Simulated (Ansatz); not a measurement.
Zincblende CuI, relaxed with r2SCAN in the plane-wave code Ansatz. The symmetry is F-43m (No. 216, cubic); conventional cell a = 6.024 Å, 27.33 Å³ an atom. Cu has 4 I at 2.61 Å; I has 4 Cu at 2.61 Å.

The axes x, y and z are those of this cell:
```
Cu I
1.0
     0.00000    3.01203    3.01203
     3.01203    0.00000    3.01203
     3.01203    3.01203    0.00000
Cu I
1 1
Direct
  0.00000 0.00000 0.00000
  0.25000 0.25000 0.25000
```

Unstrained: With PBE the gap is 1.173 eV and direct, at Γ. r2SCAN gives a direct gap of 1.667 eV at Γ. With HSE06 the gap is 2.670 eV and direct, at Γ. Meshes: PBE 8×8×8, r2SCAN 8×8×8, HSE06 6×6×6. Strains are changes of length per length. After each strain the atoms were relaxed again with r2SCAN within the symmetry that the strain leaves, so tilts or polar shifts that break it weren't tested; points keep the names that they have in the unstrained zone. No spin polarisation and no zero-point or thermal motion.

Q: Estimate what uniaxial +4.16 % along z, other directions held does to the gap.

A: PBE: the gap goes from 1.173 to 1.042 eV (-0.131 eV); with r2SCAN the top three valence levels at Γ, degenerate before, become 2+1 from the top over 72 meV. r2SCAN: the gap goes from 1.667 to 1.527 eV (-0.140 eV). HSE06: the gap goes from 2.670 to 2.560 eV (-0.110 eV). The r2SCAN energy rises by 8.0 meV an atom.

Q: For epitaxial -3.45 % in the xy plane, how far does the free direction move, and what happens to the gap?

A: The normal strain at zero normal stress is +4.56 %, 1.32 of the in-plane strain with the sign turned. PBE: the gap goes from 1.173 to 1.184 eV (+0.011 eV); with r2SCAN the top three valence levels at Γ, degenerate before, become 2+1 from the top over 178 meV. r2SCAN: the gap goes from 1.667 to 1.686 eV (+0.019 eV). HSE06: the gap goes from 2.670 to 2.656 eV (-0.014 eV).

Q: Estimate what isotropic +3.31 % on every length does to the gap.

A: PBE: the gap goes from 1.173 to 0.933 eV (-0.240 eV). r2SCAN: the gap goes from 1.667 to 1.404 eV (-0.263 eV). HSE06: the gap goes from 2.670 to 2.489 eV (-0.181 eV). The r2SCAN energy rises by 32.5 meV an atom.

No spin-orbit coupling is included; it can move band edges with weight on the heavy atoms by tenths of an eV.

The meshes of the hybrids are coarse, so their gaps aren't converged to the digits shown.

The splittings at Γ are without spin-orbit coupling, which regroups them where it is of like size or larger.
